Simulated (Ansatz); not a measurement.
**SrTe: parities and Z2 indices, calculated with Ansatz**

Space group Fm-3m (No. 225), 2 atoms in the cell of the first input below: a = 4.575 Å, b = 4.575 Å, c = 4.575 Å, α = 60.00°, β = 60.00°, γ = 60.00°.

The cell was built from a prototype of a structure type listed for this compound, at its measured volume, taken without relaxation (pressure 2.6 GPa with this functional, without spin–orbit coupling). Functional: PBEsol.

Input:

```yaml
crystal:
  lattice:
    - [0.0, 3.2349999084, 3.2349999084]
    - [3.2349999084, 0.0, 3.2349999084]
    - [3.2349999084, 3.2349999084, 0.0]
  atoms:
    - { symbol: Sr, position: [0.5, 0.5, 0.5] }
    - { symbol: Te, position: [0.0, 0.0, 0.0] }
basis:
  ecutwfc: 420
  ecutrho_ratio: 4
kpoints:
  mp_grid: { grid: [6, 6, 6] }
hamiltonian:
  xc: pbesol
scf:
  occupations: { method: gaussian, width: 0.05 }
output:
  forces: true
  stress: true
  eigenvalues: true
  populations: true
  topological_invariants: true
magnetization:
  noncollinear: true
  spin_orbit: true
```

```bash
ansatz run input.yaml --threads 4 --pin off --max-ram 9216MiB --backend cpu --events-out ev --progress --plain --runs-dir out
```

Time: 52 s on 4 threads of Intel(R) Xeon(R) Processor @ 2.50GHz (Skylake/Cascade Lake), with other jobs on the host, peak memory 0.78 GiB.

Without spin–orbit coupling the gap on a 10×10×10 mesh is 1.39 eV. With it, in a separate run (self-consistent on 8×8×8, bands on 14×14×14), a gap of 1.09 eV parts the filled from the empty bands (a gap on a mesh is an upper bound, as the edges may lie between its points, so gaps on unlike meshes don't measure the coupling's effect alone). The indices are those of the lowest 26 bands, and their direct separation from the next band is open.

Odd-parity bands among them at the eight time-reversal-invariant momenta (inversion centre at 0.000 0.000 0.000):

```json
{"k": "0.0 0.0 0.0", "odd bands": "12"}
{"k": "0.0 0.0 0.5", "odd bands": "8"}
{"k": "0.0 0.5 0.0", "odd bands": "8"}
{"k": "0.0 0.5 0.5", "odd bands": "12"}
{"k": "0.5 0.0 0.0", "odd bands": "8"}
{"k": "0.5 0.0 0.5", "odd bands": "12"}
{"k": "0.5 0.5 0.0", "odd bands": "12"}
{"k": "0.5 0.5 0.5", "odd bands": "8"}
```

Q: What are the Z2 indices by the rule of Fu and Kane?

A: Each Kramers pair counts once, so δ = (−1)^(odd bands / 2): +, +, +, +, +, +, +, +. The product of all eight gives ν0, the products over the planes k_i = 1/2 the weak indices: (0;000). The Wilson-loop planes give (0;000).

Q: The cell is scaled in volume by 0.96 and 1.05 with the atoms carried along. Do the indices change?

A: No.

```
volume ratio  pressure with spin–orbit coupling (GPa)  smallest direct separation sampled (eV)              at k  separation       Z2
        0.96                                      4.6                                    1.818  0.00 -0.50 -0.50        open  (0;000)
        1.00                                      2.6                                    1.930  0.00 -0.50 -0.50        open  (0;000)
        1.05                                      0.5                                    2.048  0.00 -0.50 -0.50        open  (0;000)
```

Caveats: Kohn–Sham gaps are too small; Z2 indices don't see topology that rests on crystal symmetry, and an even number of inversions cancels; the cell shown stands at 2.6 GPa, so it isn't this functional's equilibrium.

SrTe comes out as a topologically trivial insulator, and the parities show why. The odd-band counts are those of closed ionic shells: the Sr 4p and Te 5p states are odd at Γ and X, while at L the Bloch phase on Sr, which sits away from the chosen inversion centre, makes its 4s states odd and its 4p states even. The change from 12 to 8 is therefore a matter of geometry and not a band inversion, and the counts give no sign of the exchange at L known from SnTe.

The gap of 1.09 eV lies well below the smallest sampled direct separation of 1.930 eV, which points to an indirect gap, as expected between Te 5p states at Γ and Sr 4d states at X. The direct separation at X shrinks steadily on compression, probably because stronger overlap broadens the bands and lowers the Sr d states there. The volumes sampled don't show where the gap would close, or whether the rocksalt structure would survive to that point.
